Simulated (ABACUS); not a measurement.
Mo:

```
Mo
1.0
    -1.58381    1.58381    1.58381
     1.58381   -1.58381    1.58381
     1.58381    1.58381   -1.58381
Mo
1
Direct
  0.00000 0.00000 0.00000
```

Base run:

* Program: ABACUS 3.10.1
* Functional: SOGGA
* Potentials or basis: Ansatz NC PBE
* Cutoff: 1102 eV
* Density cutoff: 4408 eV
* Basis: plane waves
* k mesh: 10 × 10 × 10
* Occupations: fermi-dirac, width 0.05 eV
* Spin: no spin polarisation

Its results: band gap on the k mesh none (metal or under the smearing width); pressure -11.1 GPa.

Q: The run is repeated on the same cell with these changes: functional from SOGGA to HCTH407. What comes out?

A: Band gap on the k mesh none (metal or under the smearing width); pressure -9.8 GPa.

Caveats: the potentials were made for another functional, which shifts forces and pressure.

Not every run made on this cell is shown here.
